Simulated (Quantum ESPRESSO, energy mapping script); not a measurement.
## MnO2: exchange couplings from total energies

Aim: the exchange couplings of MnO2 from the energies of a few collinear orders, and the ordering temperature that they give.

Calculated with Quantum ESPRESSO 7.5; PBEsol with U = 4 eV on Mn d, ortho-atomic projectors; plane waves, U on orthogonalised atomic orbitals unless named otherwise, collinear spin, no spin–orbit coupling.

Report form: the programs' logs are mostly left out.

## 1. Set-up

It takes space group P6_3/mmc (No. 194, hexagonal). Conventional cell: a = 2.855 Å, b = 2.855 Å, c = 10.222 Å, α = 90.00°, β = 90.00°, γ = 120.00°. Mn has 6 O at 1.90 Å nearest. O has 3 Mn at 1.90 Å nearest. Farther neighbours and most contacts between anions are not listed.

The cell comes from a database of computed structures, and need not be the one that the compound takes in experiment.

A Hubbard U penalises fractional filling of the shell. It raises the cost of virtual hops to the neighbours, so couplings that rest on such hops usually weaken. These runs use Quantum ESPRESSO.

## 2. Which atoms carry moments

One run in the crystal's own cell, under PBE with U = 3 eV on Mn d, ortho-atomic projectors, Quantum ESPRESSO with GBRV potentials, shows which elements keep a moment. Transition or f elements with 0.3 μB or more enter the spin model; moments induced on other atoms do not.

Contents of pw.in:

```
&control
  calculation = 'scf'
  prefix = 'pw'
  outdir = './tmp/'
  pseudo_dir = './pseudo/'
  verbosity = 'low'
/
&system
  ibrav = 0
  nat = 6
  ntyp = 2
  ecutwfc = 45
  ecutrho = 360
  nbnd = 44
  occupations = 'smearing'
  smearing = 'fd'
  degauss = 0.00367493
  nspin = 2
  starting_magnetization(1) = 0.3000
/
&electrons
  conv_thr = 1.5e-08
  electron_maxstep = 120
  mixing_beta = 0.3
  mixing_mode = 'plain'
/
ATOMIC_SPECIES
  Mn 54.9380 Mn.upf
  O 15.9990 O.upf
CELL_PARAMETERS angstrom
  2.85495544 0.00000000 0.00000000
  -1.42747772 2.47246393 0.00000000
  0.00000000 0.00000000 10.22174273
ATOMIC_POSITIONS crystal
  Mn 0.00000000 0.00000000 0.00000000
  Mn 0.00000000 0.00000000 0.50000000
  O 0.33333333 0.66666667 0.90685645
  O 0.33333333 0.66666667 0.59314355
  O 0.66666667 0.33333333 0.09314355
  O 0.66666667 0.33333333 0.40685645
K_POINTS automatic
  10 10 3 0 0 0
HUBBARD {ortho-atomic}
U Mn-3d 3
```

On the command line:

```
$ OMP_NUM_THREADS=1 mpirun -n 8 pw.x -nk 8 -in pw.in > pw.out
```

Wall time 29 s (8 MPI ranks of Arm Neoverse V1, shared host); peak memory 1 GiB; 3.8 min of CPU time.

Spin moment in the sphere by atom:

```csv
atom,spin moment in the sphere (μB)
Mn1,2.73
Mn2,2.73
O3,-0.07
O4,-0.07
O5,-0.07
O6,-0.07
```

The run ends ferromagnetic; Mn carries the moments.

## 3. Order 1: parallel, cell A of 12 atoms

Each cell gets its own parallel run on the same mesh, so that most of the mesh error cancels in the differences.

The potential files are GBRV's for PBEsol; pw.x takes the functional from them.

Contents of pw.in:

```
&control
  calculation = 'scf'
  prefix = 'pw'
  outdir = './tmp/'
  pseudo_dir = './pseudo/'
  verbosity = 'low'
/
&system
  ibrav = 0
  nat = 12
  ntyp = 2
  ecutwfc = 45
  ecutrho = 360
  nbnd = 84
  occupations = 'smearing'
  smearing = 'fd'
  degauss = 0.00367493
  nspin = 2
  starting_magnetization(1) = 0.3000
/
&electrons
  conv_thr = 3.0e-08
  electron_maxstep = 120
  mixing_beta = 0.3
  mixing_mode = 'plain'
/
ATOMIC_SPECIES
  Mn 54.9380 Mn.upf
  O 15.9990 O.upf
CELL_PARAMETERS angstrom
  -2.85495544 0.00000000 0.00000000
  -0.00000000 4.94492787 0.00000000
  1.42747772 -2.47246393 -10.22174273
ATOMIC_POSITIONS crystal
  Mn 0.00000000 0.00000000 0.00000000
  Mn 0.50000000 0.50000000 0.00000000
  Mn 0.75000000 0.75000000 0.50000000
  Mn 0.25000000 0.25000000 0.50000000
  O 0.54657177 0.87990511 0.09314355
  O 0.04657178 0.37990511 0.09314355
  O 0.70342823 0.03676156 0.40685645
  O 0.20342822 0.53676156 0.40685645
  O 0.45342822 0.12009489 0.90685645
  O 0.95342823 0.62009489 0.90685645
  O 0.29657177 0.96323844 0.59314355
  O 0.79657177 0.46323844 0.59314355
K_POINTS automatic
  8 4 8 0 0 0
HUBBARD {ortho-atomic}
U Mn-3d 4
```

Wall time 4.9 min (8 MPI ranks); peak memory 2.5 GiB.

Spin moment in the sphere by atom:

```csv
atom,spin moment in the sphere (μB)
Mn1,2.81
Mn2,2.81
Mn3,2.81
Mn4,2.81
O5,-0.12
O6,-0.12
O7,-0.12
O8,-0.12
O9,-0.12
O10,-0.12
O11,-0.12
O12,-0.12
```

The run ends ferromagnetic.

## 4. Compensated +−+− start in cell A (12 atoms)

This order reverses 4 of the 6 neighbours at 2.85 Å and 1 of the 2 neighbours at 5.11 Å, counted for an average magnetic atom.

Changes to pw.in since step 3:

```diff
@@ -10,6 +10,6 @@
   nat = 12
-  ntyp = 2
+  ntyp = 3
   ecutwfc = 45
   ecutrho = 360
-  nbnd = 84
+  nbnd = 74
   occupations = 'smearing'
@@ -19,2 +19,3 @@
   starting_magnetization(1) = 0.3000
+  starting_magnetization(2) = -0.3000
 /
@@ -27,3 +28,4 @@
 ATOMIC_SPECIES
-  Mn 54.9380 Mn.upf
+  Mn1 54.9380 Mn.upf
+  Mn2 54.9380 Mn.upf
   O 15.9990 O.upf
@@ -34,6 +36,6 @@
 ATOMIC_POSITIONS crystal
-  Mn 0.00000000 0.00000000 0.00000000
-  Mn 0.50000000 0.50000000 0.00000000
-  Mn 0.75000000 0.75000000 0.50000000
-  Mn 0.25000000 0.25000000 0.50000000
+  Mn1 0.00000000 0.00000000 0.00000000
+  Mn2 0.50000000 0.50000000 0.00000000
+  Mn1 0.75000000 0.75000000 0.50000000
+  Mn2 0.25000000 0.25000000 0.50000000
   O 0.54657177 0.87990511 0.09314355
@@ -49,2 +51,3 @@
 HUBBARD {ortho-atomic}
-U Mn-3d 4
+U Mn1-3d 4
+U Mn2-3d 4
```

Elapsed: 3 min, on 8 MPI ranks; peak memory 2.3 GiB.

Spin moment in the sphere by atom:

```csv
atom,spin moment in the sphere (μB)
Mn1,2.72
Mn2,-2.72
Mn3,2.72
Mn4,-2.72
O5,-0.03
O6,0.03
O7,0.03
O8,-0.03
O9,-0.03
O10,0.03
O11,-0.03
O12,0.03
```

The run ends antiferromagnetic, 63.99 meV a magnetic atom above the parallel order of its cell.

## 5. Order 3: parallel, cell B of 6 atoms

The parallel order again, as the reference for this cell.

Contents of pw.in:

```
&control
  calculation = 'scf'
  prefix = 'pw'
  outdir = './tmp/'
  pseudo_dir = './pseudo/'
  verbosity = 'low'
/
&system
  ibrav = 0
  nat = 6
  ntyp = 2
  ecutwfc = 45
  ecutrho = 360
  nbnd = 44
  occupations = 'smearing'
  smearing = 'fd'
  degauss = 0.00367493
  nspin = 2
  starting_magnetization(1) = 0.3000
/
&electrons
  conv_thr = 1.5e-08
  electron_maxstep = 120
  mixing_beta = 0.3
  mixing_mode = 'plain'
/
ATOMIC_SPECIES
  Mn 54.9380 Mn.upf
  O 15.9990 O.upf
CELL_PARAMETERS angstrom
  2.85495544 0.00000000 0.00000000
  -1.42747772 2.47246393 0.00000000
  0.00000000 0.00000000 10.22174273
ATOMIC_POSITIONS crystal
  Mn 0.00000000 0.00000000 0.00000000
  Mn 0.00000000 0.00000000 0.50000000
  O 0.33333333 0.66666667 0.90685645
  O 0.33333333 0.66666667 0.59314355
  O 0.66666667 0.33333333 0.09314355
  O 0.66666667 0.33333333 0.40685645
K_POINTS automatic
  8 8 2 0 0 0
HUBBARD {ortho-atomic}
U Mn-3d 4
```

Wall time 17 s (8 MPI ranks); peak memory 0.99 GiB; 2.3 min of CPU time.

The run ends ferromagnetic. For each magnetic atom its energy differs from the parallel run of the first cell by 0.09 meV, an error that one common reference would have brought in.

## 6. Run 4 (compensated +−; cell B, 6 atoms)

This order reverses 0 of the 6 neighbours at 2.85 Å and 2 of the 2 neighbours at 5.11 Å, counted for an average magnetic atom.

Changes to pw.in since step 5:

```diff
@@ -10,6 +10,6 @@
   nat = 6
-  ntyp = 2
+  ntyp = 3
   ecutwfc = 45
   ecutrho = 360
-  nbnd = 44
+  nbnd = 39
   occupations = 'smearing'
@@ -19,2 +19,3 @@
   starting_magnetization(1) = 0.3000
+  starting_magnetization(2) = -0.3000
 /
@@ -27,3 +28,4 @@
 ATOMIC_SPECIES
-  Mn 54.9380 Mn.upf
+  Mn1 54.9380 Mn.upf
+  Mn2 54.9380 Mn.upf
   O 15.9990 O.upf
@@ -34,4 +36,4 @@
 ATOMIC_POSITIONS crystal
-  Mn 0.00000000 0.00000000 0.00000000
-  Mn 0.00000000 0.00000000 0.50000000
+  Mn1 0.00000000 0.00000000 0.00000000
+  Mn2 0.00000000 0.00000000 0.50000000
   O 0.33333333 0.66666667 0.90685645
@@ -43,2 +45,3 @@
 HUBBARD {ortho-atomic}
-U Mn-3d 4
+U Mn1-3d 4
+U Mn2-3d 4
```

Elapsed: 18 s, on 8 MPI ranks; peak memory 1 GiB; 2.4 min of CPU time.

The run ends antiferromagnetic, 0.06 meV a magnetic atom above the parallel order of its cell.

## 7. The fit

Each energy difference is a sum of couplings weighted by the pairs that the order reverses. A few near shells are fitted to the differences by least squares. Energies are those extrapolated to zero occupation width, not the free energies F.

The orders that converged (zero: parallel moments in the same cell):

```csv
order,atoms,energy (meV a magnetic atom),moments (μB),moments kept as typed,"opposed neighbours at 2.85, 5.11 Å"
parallel in cell A,12,0.00,2.81,yes,"0, 0"
compensated +−+− in cell A,12,63.99,2.72,yes,"4, 1"
parallel in cell B,6,0.00,2.81,yes,"0, 0"
compensated +− in cell B,6,0.06,2.81,yes,"0, 2"
```

Couplings from the energies, with E = −Σ J e·e over ordered pairs:

```csv
pair,distance (Å),neighbours,J (meV)
Mn–Mn,2.85,6,8.00
Mn–Mn,5.11,2,0.0146
```

These orders cannot tell some unfitted shells from fitted ones: the value at 2.85 Å holds J(2.85) + J(4.94) and the value at 5.11 Å holds J(5.11) + 6 J(5.85) + 6 J(7.11); other unfitted shells add to the values wholly or in part. No temperature is drawn.

## 8. Results

```yaml
lowest_order_tried: parallel
largest_fitted_value_a_combination_of_shells_mn_mn_at_2p85_a: 8.00 meV
```

**Reading.** Of the orders tried, MnO2 prefers parallel moments under PBEsol+U (4 eV), QE, GBRV. The margin is only 0.06 meV a magnetic atom, within reach of the numerical errors of such runs. Orders that were not tried, spirals among them, may lie lower. The largest fitted value is 8.0 meV, at 2.85 Å. It is a combination of shells that these orders cannot split, so neither its size nor its sign can be laid on that pair alone. The orders also reverse pairs at 4.94 and 5.85 Å, which are not fitted, so the fitted values hold their part too. No fitted order reverses the pairs at 5.71 Å, so their coupling is unknown and is set to zero in the model. 2 energy differences fix 2 couplings with none to spare, so the fit tests nothing. In the fitted orders moments change by up to 3.2 % against the parallel run of the same cell, so their size stays put. With a near shell that the orders cannot separate, no temperature is given.

[Logs and program files are shortened in this print: banners, set-up blocks, solver, clock and traceback lines can be left out without a mark of their own.]

[Logs are printed without paths, hosts, clocks, repeated set-up lines and the standing remarks that a program may print on its own settings, such as how far it seeks lower states.]

[Hosts, paths, dates, database ids (printed as entryN), source tags and the programs' standing remarks are cut or masked in the printed files.]

[Where a cell is said to come from a database of computed structures, the database is the Materials Project.]
